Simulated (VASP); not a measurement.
Here is a VASP 6.6.1 calculation.

Contents of INCAR:

```
SYSTEM = AlN
  ALGO = Normal
  EDIFF = 1E-7
  EDIFFG = -0.01
  ENCUT = 600
  GGA = PE
  IBRION = 2
  ISIF = 4
  ISMEAR = 0
  LASPH = .True.
  LCHARG = .False.
  LREAL = .False.
  LWAVE = .False.
  NELM = 100
  NSW = 50
  PREC = Accurate
  SIGMA = 0.02
```

KPOINTS

```
k-points
0
Gamma
  9 9 6
  0 0 0
```

POSCAR

```
AlN
1.0
    3.0676873538      0.0000000000      0.0000000000
   -1.5338436769      2.6566951793      0.0000000000
    0.0000000000      0.0000000000      4.9109945277
Al N
2 2
Direct
    0.3333333333      0.6666666667     -0.0009246038
    0.6666666667      0.3333333333      0.4990753962
    0.3333333333      0.6666666667      0.3809246038
    0.6666666667      0.3333333333      0.8809246038
```

Potentials or basis: VASP PAW PBE potentials, release 64 (Al, N).

Launch:

```console
$ cat potpaw_PBE.64/Al/POTCAR potpaw_PBE.64/N/POTCAR > POTCAR
$ mpirun -np 1 vasp_std > vasp.out
```

Problem. What does it give for the band gap on the k mesh?

Solution. 4.56 eV, direct.

Stress tensor (GPa, compression positive):
```
13.04  0.00  0.00
 0.00 13.04  0.00
 0.00  0.00 13.16
```

Caveat: an odd mesh through Γ misses points on the zone boundary, where band edges often lie.
